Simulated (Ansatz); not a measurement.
## KCl: energy along a strain

KCl, Fm-3m, a = 6.312 Å (as given, not relaxed at this level: -0.2 GPa). Ansatz: r2SCAN, PAW, 500 eV, Γ-centred 6×6×6 mesh on 2 atoms, Gaussian smearing 0.05 eV; no spin polarisation. Cell vectors (Å): 0.000 3.156 3.156; 3.156 0.000 3.156; 3.156 3.156 0.000. The cell is strained by x per cent times the pattern (1 1 0 0 0 0) in the order xx yy zz yz xz xy (engineering shears), with fractional coordinates held. y is the free energy over the start, V0 = 31.438 Å³/atom.

```
x (%) y (meV/atom)
-6.00             ?
-4.50         21.09
-3.00          7.99
-1.50          1.33
 0.00          0.00
 1.50          3.05
 3.00          9.67
 4.50         19.19
 5.25         24.85
 6.00         31.02
```

Fit y = c1 x + c2 x² + c3 x³ to the other rows, get the stiffness along the pattern, and predict the missing energy.

Least squares on the rows shown. y = 0.61735 x + 0.99454 x² − 0.039769 x³. The clamped-ion stiffness p·C·p = 2 × 9.945 eV × 160.2 / 31.438 Å³ = 101 GPa; c1 is there for the stress left in the start, which by itself gives a slope of 0.67 meV/atom per %. At x = -6.00 the fit asked for gives 40.69 meV/atom. The run gave 41.94 meV/atom, so the fit is 1.25 meV/atom too low, 3 % of the span of the series, against an rms of 0.10 meV/atom on the fitted rows. The row lies outside the fitted range. With a term in x⁴ added, a fit to the same known rows predicts 41.82 meV/atom, so most of the miss is curvature that the known rows already hold.